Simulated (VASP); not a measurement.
**CaSe: band structure with PBE**

**The experiment to reproduce.**

From a printed reference work, monograph, original work of 1988, for a bulk crystal of CaSe at 2 K: band gap 3.85 eV (indirect).

Crystal: CaSe.

```
CELL_PARAMETERS angstrom
0.00000 2.93846 2.93846
2.93846 0.00000 2.93846
2.93846 2.93846 0.00000
ATOMIC_POSITIONS crystal
Ca 0.00000 0.00000 0.00000
Se 0.50000 0.50000 0.50000
```

```yaml
Program: VASP 6.6.1
Task: band structure
Functional: PBE
Potentials_or_basis: VASP PAW PBE potentials, release 64 (Ca_sv, Se)
Cutoff: 520 eV
k_mesh: 6 × 6 × 6
Occupations: gaussian, width 0.03 eV
Spin: no spin polarisation
Grid_for_exact_exchange_PRECFOCK: Fast
Further_INCAR_settings: ALGO = Normal; EDIFF = 1e-06
```

```json
{"Pressure": "2.3 GPa", "Band gap on the k mesh": "1.97 eV, indirect (least direct gap 2.93 eV)", "Band gap along the path": "1.97 eV, indirect (least direct gap 2.93 eV)"}
```

Levels at points of the mesh, in eV from the valence-band top:
```
           k point  band 4  band 5  band 6  band 7  band 8  band 9  band 10  band 11  band 12
(0.00, 0.00, 0.00)  -20.69  -11.87    0.00    0.00    0.00    3.45     3.70     3.70     3.70
(0.50, 0.00, 0.00)  -20.70  -11.13   -3.36   -1.24   -1.24    4.55     5.53     5.55     5.55
(0.50, 0.50, 0.00)  -20.73  -11.27   -2.57   -0.95   -0.95    1.97     5.07     5.14     6.11
```

Run time: 4.4 s on 4 MPI ranks on AMD EPYC 9R45 (Zen 5) (shared host), peak memory 0.16 GiB a rank.

A measured gap of CaSe is 3.85 eV (indirect; 2 K; a printed reference work, monograph, original work of 1988); the calculated 1.97 eV misses it by -1.88 eV. Spin-orbit coupling on Se is left out. The value is that of PBE, without temperature or zero-point motion. Semilocal functionals fall short of measured gaps as a rule.
